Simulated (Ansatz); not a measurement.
Equation of state of ZnS

```
Zn S
1.0
     3.81100    0.00000    0.00000
    -1.90550    3.30042    0.00000
     0.00000    0.00000    6.23400
Zn S
2 2
Direct
  0.33333 0.66667 0.00000
  0.66667 0.33333 0.50000
  0.33333 0.66667 0.38500
  0.66667 0.33333 0.88500
```

The conventional cell has a = 3.811 Å, b = 3.811 Å, c = 6.234 Å, α = 90.00°, β = 90.00°, γ = 120.00°. Zn (atom 1) is surrounded by 4 S at 2.31 to 2.40 Å. Around S (atom 3) lie 4 Zn at 2.31 to 2.40 Å.

The cell is COD entry 9008878, as deposited and not checked against the literature; nothing was relaxed. It differs from other determinations.

Levels of theory: DFT, PBE, all-electron LAPW, scalar-relativistic (Ansatz 0.2.0); DFT, PBE, PAW with Ansatz's default frozen-core files, scalar-relativistic (Ansatz 0.2.0).

For LAPW: a Γ-centred 8×8×5 k mesh, Fermi–Dirac smearing of 0.03 eV, basis error target 1 meV/atom, no spin polarisation. PAW takes a cutoff of 420 eV at this cell. The Ansatz runs share mesh, smearing and spin set-up. Plane-wave (PAW) pressures include the program's estimate of the Pulay term.

The cell above is scaled evenly, with fractional coordinates and shape held.

(1) Estimate the equilibrium volume and bulk modulus that LAPW (all electrons) gives for this fixed shape.

Results:

(1) V0 = 20.23 Å³/atom, B0 = 69 GPa, B0′ = 4.4, from a third-order Birch–Murnaghan fit to these pressures:
| V/V(cell) | V (Å³/atom) | P, LAPW (GPa) | P, PAW (GPa) | gap on the k mesh, LAPW (eV) | free energy over the lowest listed, PAW (meV/atom) |
| --- | --- | --- | --- | --- | --- |
| 0.9400 | 18.427 | 7.93 | 7.93 | 2.54 | 40.7 |
| 0.9405 | 18.436 | 7.88 | 7.87 | 2.54 | 40.3 |
| 0.9600 | 18.819 | 5.87 | 5.86 | 2.45 | 23.9 |
| 0.9800 | 19.211 | 4.01 | 4.00 | 2.35 | 11.9 |
| 0.9900 | 19.407 | 3.16 | 3.15 | 2.30 | 7.5 |
| 1.0000 | 19.603 | 2.34 | 2.33 | 2.25 | 4.2 |
| 1.0100 | 19.799 | 1.57 | 1.56 | 2.20 | 1.8 |
| 1.0200 | 19.995 | 0.84 | 0.83 | 2.16 | 0.3 |
| 1.0400 | 20.387 | -0.51 | -0.52 | 2.07 | 0.0 |
| 1.0600 | 20.779 | -1.72 | -1.74 | 1.98 | 2.8 |
